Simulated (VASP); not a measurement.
# ZnCu (Pm-3m) in VASP: a series of runs

The runs below take ZnCu through single point, with r2SCAN.

All numbers are computed with VASP 6.6.1; they aren't measurements. Logs are shortened: lines on timing, memory, paths and dates and some standing lists are left out, and cuts for length are marked.

### 1 The crystal as given

It takes space group Pm-3m (No. 221, cubic). Conventional cell: a = 2.919 Å, b = 2.919 Å, c = 2.919 Å, α = 90.00°, β = 90.00°, γ = 90.00°. Zn (site symmetry m-3m) is surrounded by 8 Cu at 2.53 Å. Cu (site symmetry m-3m) is surrounded by 8 Zn at 2.53 Å.

### 2 Single point, r2SCAN

POSCAR reads:

```
ZnCu
1.0
    2.9186872567      0.0000000000      0.0000000000
    0.0000000000      2.9186872567      0.0000000000
    0.0000000000      0.0000000000      2.9186872567
Zn Cu
1 1
Direct
    0.5000000000      0.5000000000      0.5000000000
    0.0000000000      0.0000000000      0.0000000000
```

INCAR.step1 reads:

```
PREC = Accurate
ENCUT = 520
ISMEAR = 0
SIGMA = 0.1
LREAL = F
LASPH = T
NELM = 80
NBANDS = 18
GGA = PE
ALGO = Normal
EDIFF = 1E-4
LWAVE = T
LCHARG = F
```

INCAR.step2 reads:

```
PREC = Accurate
ENCUT = 520
EDIFF = 1E-6
ISMEAR = 0
SIGMA = 0.1
LREAL = F
LASPH = T
NELM = 80
ALGO = Normal
ISIF = 2
LWAVE = F
LCHARG = F
METAGGA = R2SCAN
LMIXTAU = T
NBANDS = 18
ISTART = 1
```

KPOINTS reads:

```
Automatic mesh
0
Gamma
  14 14 14
```

Potentials or basis: VASP PAW PBE potentials, release 64 (Zn, Cu).

Launch:

```bash
$ cat potpaw_PBE.64/Zn/POTCAR potpaw_PBE.64/Cu/POTCAR > POTCAR
$ cp INCAR.step1 INCAR
$ mpirun -np 1 vasp_std > vasp.out
$ cp INCAR.step2 INCAR
$ mpirun -np 1 vasp_std > vasp.out
```

OUTCAR:

```text
PREC = Accurate
   ENCUT = 520
   EDIFF = 1E-6
   ISMEAR = 0
   LREAL = F
   LASPH = T
   NELM = 80
   ISIF = 2
   METAGGA = R2SCAN
   ISTART = 1

 ion  position               nearest neighbor table
   1  0.500  0.500  0.500-   2 2.53   2 2.53   2 2.53   2 2.53   2 2.53   2 2.53   2 2.53   2 2.53

   2  0.000  0.000  0.000-   1 2.53   1 2.53   1 2.53   1 2.53   1 2.53   1 2.53   1 2.53   1 2.53

  LATTYP: Found a simple cubic cell.
 ALAT       =     2.9186872567

  Lattice vectors:

 A1 = (   2.9186872567,   0.0000000000,   0.0000000000)
 A2 = (   0.0000000000,   2.9186872567,   0.0000000000)
 A3 = (   0.0000000000,   0.0000000000,   2.9186872567)

Analysis of symmetry for initial positions (statically):
=====================================================================
 Subroutine PRICEL returns:
 Original cell was already a primitive cell.

 Routine SETGRP: Setting up the symmetry group for a
 simple cubic supercell.

 Subroutine GETGRP returns: Found 48 space group operations
 (whereof 48 operations were pure point group operations)
 out of a pool of 48 trial point group operations.

The static configuration has the point symmetry O_h .

Analysis of symmetry for dynamics (positions and initial velocities):
=====================================================================
 Subroutine PRICEL returns:
 Original cell was already a primitive cell.

 Routine SETGRP: Setting up the symmetry group for a
 simple cubic supercell.

 Subroutine GETGRP returns: Found 48 space group operations
 (whereof 48 operations were pure point group operations)
 out of a pool of 48 trial point group operations.

The dynamic configuration has the point symmetry O_h .

 Subroutine INISYM returns: Found 48 space group operations
 (whereof 48 operations are pure point group operations),
 and found     1 'primitive' translations

----------------------------------------------------------------------------------------

                                     Primitive cell

  volume of cell :      24.8635

  direct lattice vectors                    reciprocal lattice vectors
     2.918687257  0.000000000  0.000000000     0.342619785  0.000000000  0.000000000
     0.000000000  2.918687257  0.000000000     0.000000000  0.342619785  0.000000000
     0.000000000  0.000000000  2.918687257     0.000000000  0.000000000  0.342619785

  length of vectors
     2.918687257  2.918687257  2.918687257     0.342619785  0.342619785  0.342619785

  position of ions in fractional coordinates (direct lattice)
     0.500000000  0.500000000  0.500000000
     0.000000000  0.000000000  0.000000000

  ion indices of the primitive-cell ions
   primitive index   ion index
                 1           1
                 2           2

----------------------------------------------------------------------------------------

 KPOINTS: Automatic mesh

Automatic generation of k-mesh.
 Grid dimensions read from file:
 generate k-points for:   14   14   14

 Generating k-lattice:

  Cartesian coordinates                     Fractional coordinates (reciprocal lattice)
     0.024472842  0.000000000  0.000000000     0.071428571  0.000000000  0.000000000
     0.000000000  0.024472842  0.000000000     0.000000000  0.071428571  0.000000000
     0.000000000  0.000000000  0.024472842     0.000000000  0.000000000  0.071428571

  Length of vectors
     0.024472842  0.024472842  0.024472842

  Shift w.r.t. Gamma in fractional coordinates (k-lattice)
     0.000000000  0.000000000  0.000000000

 Subroutine IBZKPT returns following result:
 ===========================================

 Found    120 irreducible k-points:

 Following reciprocal coordinates:
            Coordinates               Weight
  0.000000  0.000000  0.000000      1.000000
  0.071429  0.000000  0.000000      6.000000
  0.142857  0.000000  0.000000      6.000000
  0.214286  0.000000  0.000000      6.000000
  0.285714  0.000000  0.000000      6.000000
  0.357143  0.000000  0.000000      6.000000
[... 16 lines left out ...]
  0.285714  0.214286  0.000000     24.000000
  0.357143  0.214286  0.000000     24.000000
 [... further k-points ...]
   k-points           NKPTS =    120   k-points in BZ     NKDIM =    120   number of bands    NBANDS=     18
   number of dos      NEDOS =    301   number of ions     NIONS =      2
   total plane-waves  NPLWV =  13824
   dimension x,y,z NGX =    24 NGY =   24 NGZ =   24
   dimension x,y,z NGXF=    48 NGYF=   48 NGZF=   48
   ions per type =               1   1
   NGX,Y,Z   is equivalent  to a cutoff of  13.67, 13.67, 13.67 a.u.
   NGXF,Y,Z  is equivalent  to a cutoff of  27.34, 27.34, 27.34 a.u.
 SYSTEM =  unknown system
   PREC   = accura    normal or accurate (medium, high low for compatibility)
   ISTART =      1    job   : 0-new  1-cont  2-samecut
   ICHARG =      0    charge: 1-file 2-atom 10-const
   ISPIN  =      1    spin polarized calculation?
   LNONCOLLINEAR =      F non collinear calculations
   LSORBIT =      F    spin-orbit coupling
   LASPH  =      T    aspherical Exc in radial PAW
   ENCUT  =  520.0 eV  38.22 Ry    6.18 a.u.   5.43  5.43  5.43*2*pi/ulx,y,z
   NELM   =     80;   NELMIN=  2; NELMDL=  0     # of ELM steps
   EDIFF  = 0.1E-05   stopping-criterion for ELM
   LREAL  =      F    real-space projection
   EDIFFG = 0.1E-04   stopping-criterion for IOM
   NSW    =      0    number of steps for IOM
   IBRION =     -1    ionic relax: 0-MD 1-quasi-New 2-CG
   NFREE  =      0    steps in history (QN), initial steepest desc. (CG)
   ISIF   =      2    stress and relaxation
   ISYM   =      2    0-nonsym 1-usesym 2-fastsym
   POTIM  = 0.5000    time-step for ionic-motion
   TEBEG  =    0.0;   TEEND  =   0.0 temperature during run
   PSTRESS=    0.0 pullay stress
   NELECT =      23.0000    total number of electrons
   NUPDOWN=      -1.0000    fix difference up-down
   EMIN   =  10.00;   EMAX   =-10.00  energy-range for DOS
   EFERMI =   0.00;   METHOD = LEGACY
   ISMEAR =     0;   SIGMA  =   0.10  broadening in eV -4-tet -1-fermi 0-gaus
   EFERMI_NEDOS =   21; number of points for ismear=-14 and -15
   IALGO  =     38    algorithm
   IMIX   =      4    mixing-type and parameters
     AMIX     =   0.40;   BMIX     =  1.00
     AMIX_MAG =   1.60;   BMIX_MAG =  1.00
  volume/ion in A,a.u.               =      12.43        83.89
  Fermi-wavevector in a.u.,A,eV,Ry     =   1.595132  3.014362 34.619278  2.544445
  Thomas-Fermi vector in A             =   2.693098
   LORBIT       =      0    0 simple, 1 ext, 2 COOP (PROOUT), +10 PAW based schemes
   METAGGA = R2SCAN    functional components
   LHFCALC =     F    Hartree Fock is set to
   AEXX    =    0.0000 exact exchange contribution
   IVDW    =     0    specifies the selected vdW correction
   LEPSILON=     F    determine dielectric tensor
   LRPA    =     F    only Hartree local field effects (RPA)
 non-spin polarized calculation
 Gauss-broadening in eV      SIGMA  =   0.10
  energy-cutoff  :      520.00
  volume of cell :       24.86
 maximum number of plane-waves:       691
 NGX is ok and might be reduce to    24

 number of electron      22.9999985 magnetization

 Free energy of the ion-electron system (eV)
  ---------------------------------------------------
  ext. energy  EPLUGINS =         0.00000000
  ---------------------------------------------------
  free energy    TOTEN  =       -19.94437966 eV

  energy without entropy =      -19.94289787  energy(sigma->0) =      -19.94363876

 E-fermi :   5.6316     XC(G=0): -13.7018

 val. band max:        5.4998573920   @ k =   0.3571   0.2143   0.1429
 cond. band min:       5.6431167391   @ k =   0.4286   0.3571   0.2143
 fundamental gap:      0.1432593471
 Fermi energy:         5.6316469918

 k-point     1 :       0.0000    0.0000    0.0000
  band No.  band energies     occupation
      1      -5.3507      2.00000
      2      -2.6341      2.00000
      3      -2.6341      2.00000
      4      -1.8576      2.00000
      5      -1.8576      2.00000
      6      -1.8576      2.00000
[... 10 lines left out ...]
     17      19.2428      0.00000
     18      30.3473      0.00000

 k-point     2 :       0.0714    0.0000    0.0000
  band No.  band energies     occupation
      1      -5.2524      2.00000
      2      -2.6220      2.00000
      3      -2.6127      2.00000
      4      -1.8664      2.00000
      5      -1.8664      2.00000
      6      -1.8532      2.00000
[... 10 lines left out ...]
     17      19.7849      0.00000
     18      29.2170      0.00000

 k-point     3 :       0.1429    0.0000    0.0000
  band No.  band energies     occupation
      1      -4.9605      2.00000
      2      -2.5878      2.00000
      3      -2.5505      2.00000
      4      -1.8912      2.00000
      5      -1.8912      2.00000
      6      -1.8409      2.00000
[... 10 lines left out ...]
     17      21.7401      0.00000
     18      27.4001      0.00000

 k-point     4 :       0.2143    0.0000    0.0000
  band No.  band energies     occupation
      1      -4.4874      2.00000
      2      -2.5377      2.00000
      3      -2.4506      2.00000
      4      -1.9268      2.00000
      5      -1.9268      2.00000
      6      -1.8230      2.00000
[... 375 lines left out ...]
      4      -1.9649      2.00000
      5      -1.9503      2.00000
      6      -1.8829      2.00000
[... 10 lines left out ...]
     17      24.1887      0.00000
     18      25.6720      0.00000

 k-point    23 :       0.2857    0.2143    0.0000
  band No.  band energies     occupation
      1      -3.2128      2.00000
      2      -2.4202      2.00000
      3      -2.2005      2.00000
      4      -2.0012      2.00000
      5      -1.9023      2.00000
      6      -1.8364      2.00000
[... 10 lines left out ...]
     17      24.3063      0.00000
     18      24.6303      0.00000

 k-point    24 :       0.3571    0.2143    0.0000
  band No.  band energies     occupation
      1      -2.8137      2.00000
      2      -2.4152      2.00000
      3      -2.1514      2.00000
      4      -2.0392      2.00000
      5      -1.9142      2.00000
      6      -1.4024      2.00000
[... 10 lines left out ...]
     17      22.5562      0.00000
     18      23.4367      0.00000

 [... further k-points ...]

------------------------ aborting loop because EDIFF is reached ----------------------------------------

  FORCE on cell =-STRESS in cart. coord.  units (eV):
  Direction    XX          YY          ZZ          XY          YZ          ZX
  --------------------------------------------------------------------------------------
  -------------------------------------------------------------------------------------
  Total        0.1030572      0.1030572      0.1030572     -0.0000000      0.0000000     -0.0000000
  in kB        6.6408896      6.6408896      6.6408896     -0.0000000      0.0000000     -0.0000000
  external PRESSURE =       6.6408896 kB  Pullay stress =       0.0000000 kB

 VOLUME and BASIS-vectors are now :
 -----------------------------------------------------------------------------
  energy-cutoff  :      520.00
  volume of cell :       24.86
      direct lattice vectors                 reciprocal lattice vectors
     2.918687257  0.000000000  0.000000000     0.342619785  0.000000000  0.000000000
     0.000000000  2.918687257  0.000000000     0.000000000  0.342619785  0.000000000
     0.000000000  0.000000000  2.918687257     0.000000000  0.000000000  0.342619785

 POSITION                                       TOTAL-FORCE (eV/Angst)
 -----------------------------------------------------------------------------------
      1.45934      1.45934      1.45934         0.000000      0.000000      0.000000
      0.00000      0.00000      0.00000         0.000000      0.000000      0.000000
 -----------------------------------------------------------------------------------
    total drift:                                0.000000      0.000000     -0.000000

  FREE ENERGIE OF THE ION-ELECTRON SYSTEM (eV)
  ---------------------------------------------------
  free  energy   TOTEN  =       -19.9443796574 eV

  energy  without entropy=      -19.9428978667  energy(sigma->0) =      -19.94363876
```

Run time: 1.8 min. Hardware: 1 thread of AMD EPYC 9R45 (Zen 5), shared host; peak memory 0.15 GiB.

Results:

```yaml
Free_energy: -19.9444 eV
Pressure: 0.7 GPa
Band_gap_on_the_k_mesh: none (metal or under the smearing width)
```

Levels at points of the mesh, in eV from the Fermi level:
```csv
k point,band 10,band 11,band 12,band 13,band 14,band 15
"(0.00, 0.00, 0.00)",-2.89,-2.89,6.72,6.72,6.72,11.68
"(0.50, 0.00, 0.00)",-3.48,-2.97,-2.12,12.58,12.58,13.16
"(0.50, 0.50, 0.00)",-2.66,-2.10,-2.10,2.04,2.37,15.09
"(0.50, 0.50, 0.50)",-2.64,4.53,4.53,4.53,4.58,4.76
```

Caveat: the PAW data sets were made with another functional, which shifts forces and pressure a little.

### 3 Single point, r2SCAN

POSCAR is that of step 2.

INCAR.step1 reads:

```
PREC = Accurate ; ENCUT = 520
ISMEAR = -5 ; SIGMA = 0.1
LREAL = False ; LASPH = True
NELM = 100 ; LMAXMIX = 4
NBANDS = 18 ; GGA = PE
ALGO = Normal ; EDIFF = 1E-4
LWAVE = True ; LCHARG = False
```

INCAR.step2 reads:

```
PREC = Accurate ; ENCUT = 520
EDIFF = 1E-6 ; ISMEAR = 0
SIGMA = 0.1 ; LREAL = False
LASPH = True ; NELM = 100
ALGO = Normal ; ISIF = 2
LWAVE = False ; LCHARG = False
LMAXMIX = 4 ; METAGGA = R2SCAN
LMIXTAU = True ; LORBIT = 11
NBANDS = 18 ; ISTART = 1
```

KPOINTS reads:

```
regular mesh
0
Gamma
  14 14 14
```

Potentials or basis: VASP PAW PBE potentials, release 64 (Zn, Cu).

Launch:

```bash
$ cat potpaw_PBE.64/Zn/POTCAR potpaw_PBE.64/Cu/POTCAR > POTCAR
$ cp INCAR.step1 INCAR
$ mpirun -np 1 vasp_std > vasp.out
$ cp INCAR.step2 INCAR
$ mpirun -np 1 vasp_std > vasp.out
```

Wall time 90 s (1 thread of Intel Xeon Platinum 8488C (Sapphire Rapids), shared host); peak memory 0.18 GiB.

It converged, with:

* Free energy: -19.9444 eV
* Pressure: 0.7 GPa
* Band gap on the k mesh: none (metal or under the smearing width)
* Valence electrons inside the program's atomic spheres: Zn 10.88; Cu 10.06

Levels at points of the mesh, in eV from the Fermi level:
```
           k point  band 8  band 9  band 10  band 11  band 12  band 13  band 14  band 15  band 16  band 17
(0.00, 0.00, 0.00)   -3.82   -2.89    -2.89    -2.89     6.72     6.72     6.72    11.68    11.68    13.61
(0.50, 0.00, 0.00)   -3.95   -3.48    -3.48    -2.97    -2.12    12.58    12.58    13.16    13.16    14.00
(0.50, 0.50, 0.00)   -3.05   -3.05    -2.66    -2.10    -2.10     2.04     2.37    15.09    16.52    16.52
(0.50, 0.50, 0.50)   -4.58   -2.64    -2.64     4.53     4.53     4.53     4.58     4.76     4.76     4.76
```

Caveat: the PAW data sets were made with another functional, which shifts forces and pressure a little.
